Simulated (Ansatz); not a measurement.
**Nickel, hcp under BLYP: ground state and equation of state, part 1 of 2**

What does BLYP give for nickel in the hcp structure? We relax it, solve it on a dense k-mesh, then scale the cell to 7 volumes from 88 to 112 % of the relaxed one and try a fit of the equation of state. Spin polarisation is left out, though the real metal is magnetic, so this state lies above the ground state. The k-meshes are 14×14×8 for the relaxation; 23×23×13 for the dense run; 16×16×9 for the volumes.

This is Ni in the hcp structure; at room conditions it is fcc.

Program: Ansatz 0.2.0. Level of theory: DFT BLYP, plane waves (420 eV) with PAW, scalar-relativistic; the PAW data stem from PBE, with regenerated cores. These are calculated values, not measurements.

### 1 The system as given

Symmetry: P6_3/mmc, No. 194, hexagonal system. The conventional cell has a = 2.492 Å, b = 2.492 Å, c = 4.069 Å, α = 90.00°, β = 90.00°, γ = 120.00°. Around Ni (site symmetry -6m2) lie 12 Ni at 2.49 Å.

Coordinates:

```cif
data_structure
_symmetry_space_group_name_H-M 'P 1'
_symmetry_Int_Tables_number 1
_cell_length_a 2.4918
_cell_length_b 2.4918
_cell_length_c 4.0690
_cell_angle_alpha 90.000
_cell_angle_beta 90.000
_cell_angle_gamma 120.000
_cell_volume 21.88
loop_
_atom_site_label
_atom_site_type_symbol
_atom_site_fract_x
_atom_site_fract_y
_atom_site_fract_z
_atom_site_occupancy
Ni1 Ni 0.33333 0.66667 0.25000 1
Ni2 Ni 0.66667 0.33333 0.75000 1
```

### 2 Relaxation of the cell

The input, input.yaml:

```yaml
crystal:
  lattice:
    - [2.491755966, 0.0, 0.0]
    - [-1.245877983, 2.1579239666, 0.0]
    - [0.0, 0.0, 4.0690374925]
  atoms:
    - { symbol: Ni, position: [0.3333333333, 0.6666666667, 0.25] }
    - { symbol: Ni, position: [0.6666666667, 0.3333333333, 0.75] }
hamiltonian:
  xc: blyp
  pseudopotentials:
    kind: paw
    azcp:
      Ni: "pseudopotentials/Ni.paw.azcp"
basis:
  ecutwfc: 420
  fft_grid_basis: typed
kpoints:
  mp_grid: { grid: [14, 14, 8], shift: [0, 0, 0] }
magnetization:
  spin_polarized: false
scf:
  occupations: { method: fermi_dirac, width: 0.1 }
relax:
  max_steps: 60
  f_tol: 0.01
  cell: {}
```

The program printed, cut to the lines that bear on the results:

```text
Warning: RAYON_NUM_THREADS=2 ignored (pool sized by the plan → 2); use --threads N
[...]
Pseudopotentials: kind: paw
Pseudopotential: Ni, paw, valence charge 18, recommended cutoff 420 eV (normal), <dir>
Functional definition: BLYP
[...]
Crystal: 2 atoms, lattice volume = 21.879 Å³
Basis set: ecut = 420 eV, 403 PW (Γ), exchange–correlation on 36×36×60 points (8 copies of the dense FFT grid, shifted against one another)
Bands: 22, of which v1, the nominal top of the filled ones, is band 18 counted from 1 (17 counted from 0)
Symmetry: 24 space group operations
Space group: P63/mmc (ITA 194), of the structure as read, at distance tolerance 2.8e-5 Å
k-points: 120 of 1568
[...]
SCF iter   1: F=—  HF=-11696.500353 eV  |F-HF|=—  |Δ(HF+E_count)|=         —  Δρ=3.06e-2  dr2=1.34e-1  ethr=1.77e-3  ⟨swp⟩=4.6  Hψ=9664  notcnv=0
[...]
relax step   1: F+E_penalty+E_count = -11696.47875713 eV  Δ(F+E_penalty+E_count) = +0.000e0 eV  max|allowed force component| = 1.850e-17 eV/Å  Δτ_max = 0.0000 Å  P = +8.722 GPa  Ω = 21.879 Å³  (6 SCF iters, dr2 threshold 1.00e-7 eV, accepted)
[...]
relax step   7: F+E_penalty+E_count = -11696.50615889 eV  Δ(F+E_penalty+E_count) = +1.800e-6 eV  max|allowed force component| = 3.701e-17 eV/Å  Δτ_max = 0.0000 Å  P = +0.001 GPa  Ω = 22.908 Å³  energy of the carried Pulay correction = -3.177e-6 eV  (6 SCF iters, dr2 threshold 1.24e-8 eV, accepted)
[...]
relax step   8: F+E_penalty+E_count = -11696.50615970 eV  Δ(F+E_penalty+E_count) = -8.099e-7 eV  max|allowed force component| = 3.701e-17 eV/Å  Δτ_max = 0.0000 Å  P = +0.001 GPa  Ω = 22.908 Å³  stress off target by 1.85e-3 GPa  SCF on the basis re-selected at this cell (its energy is not [...]
SCF converged after 6 iterations
Free energy (F): -11696.506160 eV
[...]
E sigma→0 (E₀):  -11696.409367 eV
Entropy (-TS):   -0.193585 eV (-96.792 meV/atom)
Fermi energy:    17.304996 eV
[...]
--- Forces (eV/Å), atoms counted from 1 ---
  atom   1  Ni    -0.00000000     0.00000000     0.00000000
  atom   2  Ni     0.00000000    -0.00000000     0.00000000
[...]
--- Stress (GPa, compression-positive) ---
        0.000435      -0.000000       0.000000
       -0.000000       0.000435       0.000000
        0.000000       0.000000       0.001849
  P = ⅓ Tr σ = 0.0009 GPa (0.009 kbar)
--- Relaxed structure (6 steps of the walk, 6 accepted, 2 SCFs on fresh bases) ---
  F+E_penalty+E_count = -11696.50615970 eV   max|allowed force component| = 3.701e-17 eV/Å   (the final SCF, on the basis selected at the relaxed cell)
  cell:  # Å, volume = 22.9084 Å³
    - [2.5227213103441875, 3.574596091062985e-36, 0.0]
    - [-1.2613606551720937, 2.1847407414264333, 0.0]
    - [0.0, 0.0, 4.156476450609359]
  atoms:
    - { symbol: Ni, position: [0.3333333333333333, 0.6666666666666666, 0.25] }
    - { symbol: Ni, position: [0.6666666666666666, 0.3333333333333333, 0.75] }
```

Run time: 14 s. Hardware: 2 threads of an x86-64 CPU, shared host; peak memory 0.42 GiB.

Step by step:

```csv
step,energy change (meV/atom),largest force (eV/Å),pressure (GPa),volume (Å³/atom)
1,0.00,0.0000,8.72,10.940
2,-9.94,0.0000,4.24,11.186
3,-13.38,0.0000,0.31,11.430
4,-13.41,0.0000,0.00,11.451
5,-13.41,0.0000,0.00,11.451
6,-13.70,0.0000,0.05,11.451
7,-13.70,0.0000,0.00,11.454
8,-13.70,0.0000,0.00,11.454
```

Steps that repeat a cell are solved on a basis chosen anew, so their changes of energy are no gain of the relaxation.

The cell of the run, before and after:

|  | before | after | change |
| --- | --- | --- | --- |
| a (Å) | 2.492 | 2.523 | +1.2 % |
| b (Å) | 2.492 | 2.523 | +1.2 % |
| c (Å) | 4.069 | 4.156 | +2.1 % |
| volume (Å³/atom) | 10.940 | 11.454 | +4.7 % |
| shortest distance (Å) | 2.492 | 2.523 | +1.2 % |
| space group (spins left aside) | P6_3/mmc | P6_3/mmc | same |

### 3 Single point on a dense mesh

The input, input.yaml:

```yaml
crystal:
  lattice:
    - [2.5227213103, 0.0, 0.0]
    - [-1.2613606552, 2.1847407414, 0.0]
    - [0.0, 0.0, 4.1564764506]
  atoms:
    - { symbol: Ni, position: [0.3333333333, 0.6666666667, 0.25] }
    - { symbol: Ni, position: [0.6666666667, 0.3333333333, 0.75] }
hamiltonian:
  xc: blyp
  pseudopotentials:
    kind: paw
    azcp:
      Ni: "pseudopotentials/Ni.paw.azcp"
basis:
  ecutwfc: 420
  fft_grid_basis: typed
kpoints:
  mp_grid: { grid: [23, 23, 13], shift: [0, 0, 0] }
magnetization:
  spin_polarized: false
scf:
  occupations: { method: fermi_dirac, width: 0.1 }
```

The program printed, cut to the lines that bear on the results:

```text
Warning: RAYON_NUM_THREADS=2 ignored (pool sized by the plan → 2); use --threads N
[...]
[... 3 set-up lines as earlier in the session ...]
[...]
Crystal: 2 atoms, lattice volume = 22.908 Å³
Basis set: ecut = 420 eV, 451 PW (Γ), exchange–correlation on 36×36×60 points (8 copies of the dense FFT grid, shifted against one another)
Bands: 22, of which v1, the nominal top of the filled ones, is band 18 counted from 1 (17 counted from 0)
[... 2 set-up lines as earlier in the session ...]
k-points: 392 of 6877
[...]
SCF iter   1: F=—  HF=-11696.525635 eV  |F-HF|=—  |Δ(HF+E_count)|=         —  Δρ=2.90e-2  dr2=1.29e-1  ethr=1.77e-3  ⟨swp⟩=4.5  Hψ=31509  notcnv=0
[...]
SCF iter   7: F=-11696.505445 eV  HF=-11696.505445 eV  |F-HF|=1.74e-8  |Δ(HF+E_count)|=   5.55e-7  Δρ=2.57e-5  dr2=3.38e-8  ethr=2.78e-10  ⟨swp⟩=3.0  Hψ=24182  notcnv=0
[...]
SCF converged after 7 iterations
Free energy (F): -11696.505445 eV
[...]
E sigma→0 (E₀):  -11696.408554 eV
Entropy (-TS):   -0.193783 eV (-96.891 meV/atom)
Fermi energy:    17.304775 eV
[...]
```

Run time: 4.4 s. Hardware: 2 threads of an x86-64 CPU, shared host; peak memory 0.49 GiB.

### 4 Equation of state: 88 %

The input, input.yaml:

```yaml
crystal:
  lattice:
    - [2.417483396, 0.0, 0.0]
    - [-1.208741698, 2.0936020342, 0.0]
    - [0.0, 0.0, 3.9830847602]
  atoms:
    - { symbol: Ni, position: [0.3333333333, 0.6666666667, 0.25] }
    - { symbol: Ni, position: [0.6666666667, 0.3333333333, 0.75] }
hamiltonian:
  xc: blyp
  pseudopotentials:
    kind: paw
    azcp:
      Ni: "pseudopotentials/Ni.paw.azcp"
basis:
  ecutwfc: 420
  fft_grid_basis: typed
kpoints:
  mp_grid: { grid: [16, 16, 9], shift: [0, 0, 0] }
magnetization:
  spin_polarized: false
scf:
  occupations: { method: fermi_dirac, width: 0.1 }
  lower_state_search: "off"
output:
  stress: true
```

The program printed, cut to the lines that bear on the results:

```text
Warning: RAYON_NUM_THREADS=2 ignored (pool sized by the plan → 2); use --threads N
[...]
[... 3 set-up lines as earlier in the session ...]
[...]
Crystal: 2 atoms, lattice volume = 20.159 Å³
Basis set: ecut = 420 eV, 379 PW (Γ), exchange–correlation on 36×36×54 points (8 copies of the dense FFT grid, shifted against one another)
Bands: 22, of which v1, the nominal top of the filled ones, is band 18 counted from 1 (17 counted from 0)
[... 1 set-up line as earlier in the session ...]
Space group: P63/mmc (ITA 194), of the structure as read, at distance tolerance 2.7e-5 Å
k-points: 150 of 2304
[...]
SCF iter   1: F=—  HF=-11696.304494 eV  |F-HF|=—  |Δ(HF+E_count)|=         —  Δρ=3.32e-2  dr2=1.39e-1  ethr=1.77e-3  ⟨swp⟩=4.7  Hψ=12154  notcnv=0
[...]
SCF iter   6: F=-11696.281044 eV  HF=-11696.281044 eV  |F-HF|=5.55e-8  |Δ(HF+E_count)|=   1.44e-6  Δρ=1.68e-5  dr2=2.72e-8  ethr=2.78e-10  ⟨swp⟩=4.4  Hψ=16064  notcnv=0
[...]
SCF converged after 6 iterations
Free energy (F): -11696.281044 eV
[...]
E sigma→0 (E₀):  -11696.191889 eV
Entropy (-TS):   -0.178309 eV (-89.155 meV/atom)
Fermi energy:    20.289220 eV
[...]
--- Stress (GPa, compression-positive) ---
       29.657089       0.000000       0.000000
        0.000000      29.657089       0.000000
        0.000000       0.000000      29.605152
  P = ⅓ Tr σ = 29.6398 GPa (296.398 kbar)
```

It took 2.2 s on 2 threads of an x86-64 CPU, shared host; peak memory 0.41 GiB.

### 5 Equation of state: 92 %

input.yaml, as its differences from that of step 4:

```diff
@@ -2,5 +2,5 @@
   lattice:
-    - [2.417483396, 0.0, 0.0]
-    - [-1.208741698, 2.0936020342, 0.0]
-    - [0.0, 0.0, 3.9830847602]
+    - [2.4535705581, 0.0, 0.0]
+    - [-1.2267852791, 2.1248544333, 0.0]
+    - [0.0, 0.0, 4.0425425523]
   atoms:
```

The program printed, cut to the lines that bear on the results:

```text
Warning: RAYON_NUM_THREADS=2 ignored (pool sized by the plan → 2); use --threads N
[...]
[... 3 set-up lines as earlier in the session ...]
[...]
Crystal: 2 atoms, lattice volume = 21.076 Å³
Basis set: ecut = 420 eV, 391 PW (Γ), exchange–correlation on 36×36×60 points (8 copies of the dense FFT grid, shifted against one another)
Bands: 22, of which v1, the nominal top of the filled ones, is band 18 counted from 1 (17 counted from 0)
[... 2 set-up lines as earlier in the session ...]
k-points: 150 of 2304
[...]
SCF iter   1: F=—  HF=-11696.436461 eV  |F-HF|=—  |Δ(HF+E_count)|=         —  Δρ=3.18e-2  dr2=1.37e-1  ethr=1.77e-3  ⟨swp⟩=4.6  Hψ=12109  notcnv=0
[...]
SCF iter   6: F=-11696.413972 eV  HF=-11696.413972 eV  |F-HF|=3.89e-8  |Δ(HF+E_count)|=   2.77e-7  Δρ=2.01e-5  dr2=4.30e-8  ethr=2.78e-10  ⟨swp⟩=4.1  Hψ=15704  notcnv=0
[...]
SCF converged after 6 iterations
Free energy (F): -11696.413972 eV
[...]
E sigma→0 (E₀):  -11696.321960 eV
Entropy (-TS):   -0.184024 eV (-92.012 meV/atom)
Fermi energy:    19.207012 eV
[...]
--- Stress (GPa, compression-positive) ---
       17.356640       0.000000      -0.000000
        0.000000      17.356640      -0.000000
       -0.000000      -0.000000      17.308397
  P = ⅓ Tr σ = 17.3406 GPa (173.406 kbar)
```

Wall time 2.1 s (2 threads of an x86-64 CPU, shared host); peak memory 0.41 GiB.

### 6 Equation of state: 96 %

input.yaml, as its differences from that of step 5:

```diff
@@ -2,5 +2,5 @@
   lattice:
-    - [2.4535705581, 0.0, 0.0]
-    - [-1.2267852791, 2.1248544333, 0.0]
-    - [0.0, 0.0, 4.0425425523]
+    - [2.4886263023, 0.0, 0.0]
+    - [-1.2443131511, 2.1552135983, 0.0]
+    - [0.0, 0.0, 4.1003009637]
   atoms:
```

The program printed, cut to the lines that bear on the results:

```text
Warning: RAYON_NUM_THREADS=2 ignored (pool sized by the plan → 2); use --threads N
[...]
[... 3 set-up lines as earlier in the session ...]
[...]
Crystal: 2 atoms, lattice volume = 21.992 Å³
Basis set: ecut = 420 eV, 403 PW (Γ), exchange–correlation on 36×36×60 points (8 copies of the dense FFT grid, shifted against one another)
Bands: 22, of which v1, the nominal top of the filled ones, is band 18 counted from 1 (17 counted from 0)
[... 2 set-up lines as earlier in the session ...]
k-points: 150 of 2304
[...]
SCF iter   1: F=—  HF=-11696.505632 eV  |F-HF|=—  |Δ(HF+E_count)|=         —  Δρ=3.03e-2  dr2=1.33e-1  ethr=1.77e-3  ⟨swp⟩=4.6  Hψ=12089  notcnv=0
[...]
SCF iter   6: F=-11696.484329 eV  HF=-11696.484329 eV  |F-HF|=4.56e-8  |Δ(HF+E_count)|=   1.54e-6  Δρ=4.49e-5  dr2=9.79e-8  ethr=2.78e-10  ⟨swp⟩=4.1  Hψ=14974  notcnv=0
[...]
SCF converged after 6 iterations
Free energy (F): -11696.484329 eV
[...]
E sigma→0 (E₀):  -11696.389588 eV
Entropy (-TS):   -0.189482 eV (-94.741 meV/atom)
Fermi energy:    18.215808 eV
[...]
--- Stress (GPa, compression-positive) ---
        7.667024       0.000000       0.000000
        0.000000       7.667024      -0.000000
        0.000000      -0.000000       7.621198
  P = ⅓ Tr σ = 7.6517 GPa (76.517 kbar)
```

It took 2.2 s on 2 threads of an x86-64 CPU, shared host; peak memory 0.41 GiB.

(Continued in part 2 of 2.)
